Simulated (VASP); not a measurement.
# SiGe3 (P-4m2) in VASP: a series of runs

Runs on SiGe3. Level: PBE. Tasks: relaxation of cell and atoms.

Program: VASP 6.6.1. These are calculated values, not measurements. Logs are shortened: lines on timing, memory, paths and dates and some standing lists are left out, and cuts for length are marked.

## Step 1: The crystal as given

The structure is tetragonal, space group P-4m2 (No. 115). The conventional cell has a = 4.020 Å, b = 4.020 Å, c = 5.643 Å, α = 90.00°, β = 90.00°, γ = 90.00°. Si (site symmetry -4m2) is surrounded by 4 Ge at 2.43 Å. Ge (site symmetry -4m2) has 4 Ge at 2.48 Å as nearest neighbours. Ge (site symmetry 2mm) is surrounded by 2 Si at 2.43 Å and 2 Ge at 2.48 Å.

The cell was built by a generator and needn't be a form met in nature.

## Step 2: Relaxation of cell and atoms, PBE

File INCAR:

```
SYSTEM = SiGe3
PREC = Accurate ; ENCUT = 520
EDIFF = 1E-6 ; ISMEAR = 0
SIGMA = 0.1 ; LREAL = .FALSE.
LASPH = .TRUE. ; NELM = 120
ALGO = Normal ; ISIF = 3
LWAVE = .FALSE. ; LCHARG = .FALSE.
GGA = PE ; IBRION = 2
NSW = 90 ; EDIFFG = -0.01
KPAR = 4
```

File KPOINTS:

```
regular mesh
0
G
  8 8 6
  0 0 0
```

File POSCAR:

```
SiGe3
1.0
    4.0200000000      0.0000000000      0.0000000000
    0.0000000000      4.0200000000      0.0000000000
    0.0000000000      0.0000000000      5.6430000000
Si Ge
1 3
Direct
    0.0000000000      0.0000000000      0.0000000000
    0.5000000000      0.5000000000      0.5000000000
    0.5000000000      0.0000000000      0.7565124900
    0.0000000000      0.5000000000      0.2434875100
```

Potentials or basis: VASP PAW PBE potentials, release 64 (Si, Ge_d).

Command:

```bash
$ cat potpaw_PBE.64/Si/POTCAR potpaw_PBE.64/Ge_d/POTCAR > POTCAR
$ mpirun -np 4 vasp_std > vasp.out
```

OUTCAR:

```text
SYSTEM = SiGe3
   PREC = Accurate
   ENCUT = 520
   EDIFF = 1E-6
   ISMEAR = 0
   LREAL = .FALSE.
   LASPH = .TRUE.
   NELM = 120
   ISIF = 3
   GGA = PE
   IBRION = 2
   NSW = 90
   EDIFFG = -0.01

 ion  position               nearest neighbor table
   1  0.000  0.000  0.000-   3 2.43   4 2.43   4 2.43   3 2.43
   2  0.500  0.500  0.500-   3 2.48   4 2.48   3 2.48   4 2.48
   3  0.500  0.000  0.757-   1 2.43   1 2.43   2 2.48   2 2.48
   4  0.000  0.500  0.243-   1 2.43   1 2.43   2 2.48   2 2.48

  LATTYP: Found a simple tetragonal cell.
 ALAT       =     4.0200000000
 C/A-ratio  =     1.4037313433

  Lattice vectors:

 A1 = (   4.0200000000,   0.0000000000,   0.0000000000)
 A2 = (   0.0000000000,   4.0200000000,   0.0000000000)
 A3 = (   0.0000000000,   0.0000000000,   5.6430000000)

Analysis of symmetry for initial positions (statically):
=====================================================================
 Subroutine PRICEL returns:
 Original cell was already a primitive cell.

 Routine SETGRP: Setting up the symmetry group for a
 simple tetragonal supercell.

 Subroutine GETGRP returns: Found  8 space group operations
 (whereof  8 operations were pure point group operations)
 out of a pool of 16 trial point group operations.

The static configuration has the point symmetry D_2d.

Analysis of symmetry for dynamics (positions and initial velocities):
=====================================================================
 Subroutine PRICEL returns:
 Original cell was already a primitive cell.

 Routine SETGRP: Setting up the symmetry group for a
 simple tetragonal supercell.

 Subroutine GETGRP returns: Found  8 space group operations
 (whereof  8 operations were pure point group operations)
 out of a pool of 16 trial point group operations.

The dynamic configuration has the point symmetry D_2d.

 Subroutine INISYM returns: Found  8 space group operations
 (whereof  8 operations are pure point group operations),
 and found     1 'primitive' translations

----------------------------------------------------------------------------------------

                                     Primitive cell

  volume of cell :      91.1931

  direct lattice vectors                    reciprocal lattice vectors
     4.020000000  0.000000000  0.000000000     0.248756219  0.000000000  0.000000000
     0.000000000  4.020000000  0.000000000     0.000000000  0.248756219  0.000000000
     0.000000000  0.000000000  5.643000000     0.000000000  0.000000000  0.177210704

  length of vectors
     4.020000000  4.020000000  5.643000000     0.248756219  0.248756219  0.177210704

  position of ions in fractional coordinates (direct lattice)
     0.000000000  0.000000000  0.000000000
     0.500000000  0.500000000  0.500000000
     0.500000000  0.000000000  0.756512490
     0.000000000  0.500000000  0.243487510

  ion indices of the primitive-cell ions
   primitive index   ion index
                 1           1
                 2           2
                 3           3
                 4           4

----------------------------------------------------------------------------------------

 KPOINTS: regular mesh

Automatic generation of k-mesh.
 Grid dimensions read from file:
 generate k-points for:    8    8    6

 Generating k-lattice:

  Cartesian coordinates                     Fractional coordinates (reciprocal lattice)
     0.031094527  0.000000000  0.000000000     0.125000000  0.000000000  0.000000000
     0.000000000  0.031094527  0.000000000     0.000000000  0.125000000  0.000000000
     0.000000000  0.000000000  0.029535117     0.000000000  0.000000000  0.166666667

  Length of vectors
     0.031094527  0.031094527  0.029535117

  Shift w.r.t. Gamma in fractional coordinates (k-lattice)
     0.000000000  0.000000000  0.000000000

 Subroutine IBZKPT returns following result:
 ===========================================

 Found     60 irreducible k-points:

 Following reciprocal coordinates:
            Coordinates               Weight
  0.000000  0.000000  0.000000      1.000000
  0.125000  0.000000  0.000000      4.000000
  0.250000  0.000000  0.000000      4.000000
  0.375000  0.000000  0.000000      4.000000
  0.500000  0.000000  0.000000      2.000000
  0.125000  0.125000  0.000000      4.000000
[... 16 lines left out ...]
  0.375000  0.125000  0.166667     16.000000
  0.500000  0.125000  0.166667      8.000000
 [... further k-points ...]
   k-points           NKPTS =     60   k-points in BZ     NKDIM =     60   number of bands    NBANDS=     27
   number of dos      NEDOS =    301   number of ions     NIONS =      4
   total plane-waves  NPLWV =  37800
   dimension x,y,z NGX =    30 NGY =   30 NGZ =   42
   dimension x,y,z NGXF=    60 NGYF=   60 NGZF=   84
   ions per type =               1   3
   NGX,Y,Z   is equivalent  to a cutoff of  12.41, 12.41, 12.37 a.u.
   NGXF,Y,Z  is equivalent  to a cutoff of  24.81, 24.81, 24.75 a.u.
 SYSTEM =  SiGe3
   PREC   = accura    normal or accurate (medium, high low for compatibility)
   ISTART =      0    job   : 0-new  1-cont  2-samecut
   ICHARG =      2    charge: 1-file 2-atom 10-const
   ISPIN  =      1    spin polarized calculation?
   LNONCOLLINEAR =      F non collinear calculations
   LSORBIT =      F    spin-orbit coupling
   LASPH  =      T    aspherical Exc in radial PAW
   ENCUT  =  520.0 eV  38.22 Ry    6.18 a.u.   7.47  7.47 10.49*2*pi/ulx,y,z
   NELM   =    120;   NELMIN=  2; NELMDL= -5     # of ELM steps
   EDIFF  = 0.1E-05   stopping-criterion for ELM
   LREAL  =      F    real-space projection
   EDIFFG = -.1E-01   stopping-criterion for IOM
   NSW    =     90    number of steps for IOM
   IBRION =      2    ionic relax: 0-MD 1-quasi-New 2-CG
   NFREE  =      1    steps in history (QN), initial steepest desc. (CG)
   ISIF   =      3    stress and relaxation
   ISYM   =      2    0-nonsym 1-usesym 2-fastsym
   POTIM  = 0.5000    time-step for ionic-motion
   TEBEG  =    0.0;   TEEND  =   0.0 temperature during run
   PSTRESS=    0.0 pullay stress
   NELECT =      46.0000    total number of electrons
   NUPDOWN=      -1.0000    fix difference up-down
   EMIN   =  10.00;   EMAX   =-10.00  energy-range for DOS
   EFERMI =   0.00;   METHOD = LEGACY
   ISMEAR =     0;   SIGMA  =   0.10  broadening in eV -4-tet -1-fermi 0-gaus
   EFERMI_NEDOS =   21; number of points for ismear=-14 and -15
   IALGO  =     38    algorithm
   IMIX   =      4    mixing-type and parameters
     AMIX     =   0.40;   BMIX     =  1.00
     AMIX_MAG =   1.60;   BMIX_MAG =  1.00
  volume/ion in A,a.u.               =      22.80       153.85
  Fermi-wavevector in a.u.,A,eV,Ry     =   1.303187  2.462666 23.106723  1.698296
  Thomas-Fermi vector in A             =   2.434206
   LORBIT       =      0    0 simple, 1 ext, 2 COOP (PROOUT), +10 PAW based schemes
   GGA     = PE    functional components
   LHFCALC =     F    Hartree Fock is set to
   AEXX    =    0.0000 exact exchange contribution
   IVDW    =     0    specifies the selected vdW correction
   LEPSILON=     F    determine dielectric tensor
   LRPA    =     F    only Hartree local field effects (RPA)
 conjugate gradient relaxation of ions
 non-spin polarized calculation
 Gauss-broadening in eV      SIGMA  =   0.10
  energy-cutoff  :      520.00
  volume of cell :       91.19
 maximum number of plane-waves:      2485
 NGX is ok and might be reduce to    30
   NGX = 15   NGY = 15   NGZ = 21

--------------------------------------- Ionic step        1  -------------------------------------------

 number of electron      45.9999957 magnetization

 Free energy of the ion-electron system (eV)
  ---------------------------------------------------
  ext. energy  EPLUGINS =         0.00000000
  ---------------------------------------------------
  free energy    TOTEN  =       -18.90913840 eV

  energy without entropy =      -18.90885457  energy(sigma->0) =      -18.90899648

------------------------ aborting loop because EDIFF is reached ----------------------------------------

  FORCE on cell =-STRESS in cart. coord.  units (eV):
  Direction    XX          YY          ZZ          XY          YZ          ZX
  --------------------------------------------------------------------------------------
  -------------------------------------------------------------------------------------
  Total       -0.0093719     -0.0093719      0.2730533      0.0000000      0.0000000      0.0000000
  in kB       -0.1646562     -0.1646562      4.7972891      0.0000000      0.0000000      0.0000000
  external PRESSURE =       1.4893256 kB  Pullay stress =       0.0000000 kB

 VOLUME and BASIS-vectors are now :
 -----------------------------------------------------------------------------
  energy-cutoff  :      520.00
  volume of cell :       91.19
      direct lattice vectors                 reciprocal lattice vectors
     4.020000000  0.000000000  0.000000000     0.248756219  0.000000000  0.000000000
     0.000000000  4.020000000  0.000000000     0.000000000  0.248756219  0.000000000
     0.000000000  0.000000000  5.643000000     0.000000000  0.000000000  0.177210704
[... 153 lines left out ...]
 POSITION                                       TOTAL-FORCE (eV/Angst)
 -----------------------------------------------------------------------------------
      0.00000      0.00000      0.00000         0.000000     -0.000000      0.000000
      2.00969      2.00969      2.83427         0.000000     -0.000000      0.000000
      2.00969      0.00000      4.28846        -0.000000     -0.000000     -0.001312
      0.00000      2.00969      1.38009         0.000000      0.000000      0.001312
 -----------------------------------------------------------------------------------
    total drift:                                0.000000      0.000000      0.000000

  FREE ENERGIE OF THE ION-ELECTRON SYSTEM (eV)
  ---------------------------------------------------
  free  energy   TOTEN  =       -18.9096440166 eV

  energy  without entropy=      -18.9092971429  energy(sigma->0) =      -18.90947058

--------------------------------------- Ionic step        6  -------------------------------------------

 number of electron      45.9999964 magnetization

 Free energy of the ion-electron system (eV)
  ---------------------------------------------------
  ext. energy  EPLUGINS =         0.00000000
  ---------------------------------------------------
  free energy    TOTEN  =       -18.90967884 eV

  energy without entropy =      -18.90937284  energy(sigma->0) =      -18.90952584

 E-fermi :   4.9366     XC(G=0):  -9.6501

 val. band max:        4.8418168800   @ k =   0.0000   0.0000   0.0000
 cond. band min:       5.0220995904   @ k =   0.5000   0.0000   0.5000
 fundamental gap:      0.1802827104
 Fermi energy:         4.9366122464

 k-point     1 :       0.0000    0.0000    0.0000
  band No.  band energies     occupation
      1     -19.8091      2.00000
      2     -19.8091      2.00000
      3     -19.7641      2.00000
      4     -19.7504      2.00000
      5     -19.7213      2.00000
      6     -19.6523      2.00000
[... 19 lines left out ...]
     26       5.7452      0.00000
     27       7.3649      0.00000
[... 667 lines left out ...]
      5     -19.7118      2.00000
      6     -19.6557      2.00000
[... 19 lines left out ...]
     26       8.0656      0.00000
     27       8.4505      0.00000

 [... further k-points ...]

------------------------ aborting loop because EDIFF is reached ----------------------------------------

  FORCE on cell =-STRESS in cart. coord.  units (eV):
  Direction    XX          YY          ZZ          XY          YZ          ZX
  --------------------------------------------------------------------------------------
  -------------------------------------------------------------------------------------
  Total       -0.0374169     -0.0374169     -0.0055035      0.0000000      0.0000000      0.0000000
  in kB       -0.6579421     -0.6579421     -0.0967739      0.0000000      0.0000000      0.0000000
  external PRESSURE =      -0.4708860 kB  Pullay stress =       0.0000000 kB

 VOLUME and BASIS-vectors are now :
 -----------------------------------------------------------------------------
  energy-cutoff  :      520.00
  volume of cell :       91.12
      direct lattice vectors                 reciprocal lattice vectors
     4.011201597  0.000000000  0.000000000     0.249301855  0.000000000 -0.000000000
     0.000000000  4.011201597  0.000000000     0.000000000  0.249301855  0.000000000
     0.000000000  0.000000000  5.662933342    -0.000000000  0.000000000  0.176586928

 POSITION                                       TOTAL-FORCE (eV/Angst)
 -----------------------------------------------------------------------------------
      0.00000      0.00000      5.66293        -0.000000      0.000000      0.000000
      2.00560      2.00560      2.83147        -0.000000      0.000000      0.000000
      2.00560      0.00000      4.28414        -0.000000      0.000000     -0.000460
      0.00000      2.00560      1.37879         0.000000      0.000000      0.000460
 -----------------------------------------------------------------------------------
    total drift:                                0.000000      0.000000     -0.000000

  FREE ENERGIE OF THE ION-ELECTRON SYSTEM (eV)
  ---------------------------------------------------
  free  energy   TOTEN  =       -18.9096788360 eV

  energy  without entropy=      -18.9093728363  energy(sigma->0) =      -18.90952584

 reached required accuracy - stopping structural energy minimisation
```

It took 99 s on 4 MPI ranks of Intel Xeon Platinum 8488C (Sapphire Rapids), shared host; peak memory 0.27 GiB.

Results:

```
Free energy                            : -18.9097 eV
Relaxed volume                         : 22.78 Å³/atom
Relaxed cell                           : a = 4.011 Å, b = 4.011 Å, c = 5.663 Å, α = 90.00°, β = 90.00°, γ = 90.00°
Space group after relaxing (to 0.05 Å) : P-4m2 (No. 115)
Energy gained by relaxing              : 0.1 meV/atom
Ionic steps                            : 6
Pressure after relaxing                : 0.0 GPa
Band gap on the k mesh                 : 0.18 eV, indirect (least direct gap 0.45 eV)
```

Step by step:
```csv
step,energy change (eV),largest force (eV/Å),pressure (GPa),volume (Å³)
1,0.0000,0.0020,0.15,91.19
2,-0.0005,0.0006,-0.02,91.47
3,-0.0005,0.0015,-0.13,91.59
4,-0.0005,0.0010,-0.04,91.57
5,-0.0005,0.0013,-0.23,91.58
6,-0.0005,0.0005,-0.05,91.12
```

Final structure:
```
Si Ge
1.0
     4.01120    0.00000    0.00000
     0.00000    4.01120    0.00000
     0.00000    0.00000    5.66293
Si Ge
1 3
Direct
  0.00000 0.00000 0.00000
  0.50000 0.50000 0.50000
  0.50000 0.00000 0.75652
  0.00000 0.50000 0.24348
```

A k mesh can miss the band edges. As with any semilocal functional, this PBE gap is likely too small.

## Step 3: Relaxation of cell and atoms, PBE

File INCAR:

```
SYSTEM = SiGe3
PREC = Accurate ; ENCUT = 520
EDIFF = 1E-7 ; ISMEAR = 0
SIGMA = 0.1 ; LREAL = .FALSE.
LASPH = .TRUE. ; NELM = 120
ALGO = Normal ; ISIF = 3
LWAVE = .FALSE. ; LCHARG = .FALSE.
GGA = PE ; IBRION = 2
NSW = 60 ; EDIFFG = -0.005
POTIM = 0.3 ; KPAR = 4
```

KPOINTS is that of step 2.

File POSCAR:

```
SiGe3                                   
1.0
    4.0112015974      0.0000000000      0.0000000000
    0.0000000000      4.0112015974      0.0000000000
    0.0000000000      0.0000000000      5.6629333418
  Si              Ge            
     1     3
Direct
     0.0000000000000000    0.0000000000000000    1.0000000000000000
     0.5000000000000000    0.5000000000000000    0.5000000000000000
     0.5000000000000000    0.0000000000000000    0.7565236034650829
     0.0000000000000000    0.5000000000000000    0.2434763965349171
```

Potentials or basis: VASP PAW PBE potentials, release 64 (Si, Ge_d).

Command:

```bash
$ cat potpaw_PBE.64/Si/POTCAR potpaw_PBE.64/Ge_d/POTCAR > POTCAR
$ mpirun -np 4 vasp_std > vasp.out
```

Wall time 2.1 min (4 MPI ranks of Intel Xeon Platinum 8488C (Sapphire Rapids), shared host); peak memory 0.27 GiB.

Results (log left out):

* Free energy: -18.9098 eV
* Relaxed volume: 22.83 Å³/atom
* Relaxed cell: a = 4.014 Å, b = 4.014 Å, c = 5.669 Å, α = 90.00°, β = 90.00°, γ = 90.00°
* Space group after relaxing (to 0.05 Å): P-4m2 (No. 115)
* Energy gained by relaxing: 0.0 meV/atom
* Ionic steps: 6
* Pressure after relaxing: 0.0 GPa
* Band gap on the k mesh: 0.17 eV, indirect (least direct gap 0.42 eV)

Step by step:
```tsv
step	energy change (eV)	largest force (eV/Å)	pressure (GPa)	volume (Å³)
1	0.0000	0.0005	0.18	91.12
2	-0.0001	0.0003	0.07	91.32
3	-0.0001	0.0003	-0.06	91.45
4	-0.0001	0.0004	-0.05	91.39
5	-0.0001	0.0005	-0.02	91.36
6	-0.0001	0.0005	0.00	91.34
```

Final structure:
```yaml
crystal:
  lattice:
    - [4.01408, 0.00000, 0.00000]
    - [0.00000, 4.01408, 0.00000]
    - [0.00000, 0.00000, 5.66873]
  atoms:
    - { symbol: Si, position: [0.00000, 0.00000, 0.00000] }
    - { symbol: Ge, position: [0.50000, 0.50000, 0.50000] }
    - { symbol: Ge, position: [0.50000, 0.00000, 0.75652] }
    - { symbol: Ge, position: [0.00000, 0.50000, 0.24348] }
```

Levels at points of the mesh, in eV from the valence-band top:
```
           k point  band 21  band 22  band 23  band 24  band 25  band 26
(0.00, 0.00, 0.00)    -0.05     0.00     0.00     0.42     0.73     0.90
(0.50, 0.00, 0.00)    -3.62    -1.59    -1.26     1.88     2.20     4.57
(0.50, 0.50, 0.00)    -2.90    -2.90    -2.82     0.54     0.74     0.74
(0.00, 0.00, 0.50)    -2.09    -1.77    -1.77     0.85     1.25     2.77
(0.50, 0.00, 0.50)    -1.33    -1.29    -1.13     0.17     0.61     3.40
(0.50, 0.50, 0.50)    -3.72    -3.71    -3.71     4.18     4.18     4.37
```

A k mesh can miss the band edges.
